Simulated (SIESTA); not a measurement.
## As in SIESTA: the effect of functional

The system is As.

```
CELL_PARAMETERS angstrom
1.88080 1.08588 3.51406
-1.88080 1.08588 3.51406
0.00000 -2.17176 3.51406
ATOMIC_POSITIONS crystal
As 0.22600 0.22600 0.22600
As 0.77400 0.77400 0.77400
```

Alike in all runs:

| Quantity | Value |
| --- | --- |
| Program | SIESTA 5.4.2 |
| Task | single point |
| Basis | DZP (energy shift 0.003 Ry; two zetas on semicore shells) |
| Grid cutoff | 500 Ry |
| Energy shift | 0.003 Ry |
| k mesh | 9 × 9 × 9 |
| Occupations | fermi-dirac, width 0.05 eV |
| Spin | no spin polarisation |

| functional | potentials or basis | pressure (GPa) | largest force (eV/Å) |
| --- | --- | --- | --- |
| LDA | PseudoDojo 0.4 standard (LDA files) | 0.7 | 0.71 |
| PBEsol | PseudoDojo 0.4 standard (PBEsol files) | 2.4 | 0.82 |
| AM05 | PseudoDojo 0.4 standard (PBEsol files) | 2.3 | 0.76 |
| WC | PseudoDojo 0.4 standard (PBEsol files) | ? | ? |
| PW91 | PseudoDojo 0.4 standard (PBE files) | 5.9 | 0.83 |
| revPBE | PseudoDojo 0.4 standard (PBE files) | 7.6 | 0.92 |
| RPBE | PseudoDojo 0.4 standard (PBE files) | 8.2 | 0.94 |
| BLYP | PseudoDojo 0.4 standard (PBE files) | 10.9 | 0.83 |

What does the run with functional WC give?

Pressure 2.6 GPa; largest force 0.81 eV/Å.

Caveats: the basis of atomic orbitals isn't converged, which shifts pressures, moduli and gaps; the potentials were made for another functional, which shifts forces and pressure (some runs).

Runs at the PBE level aren't shown here.
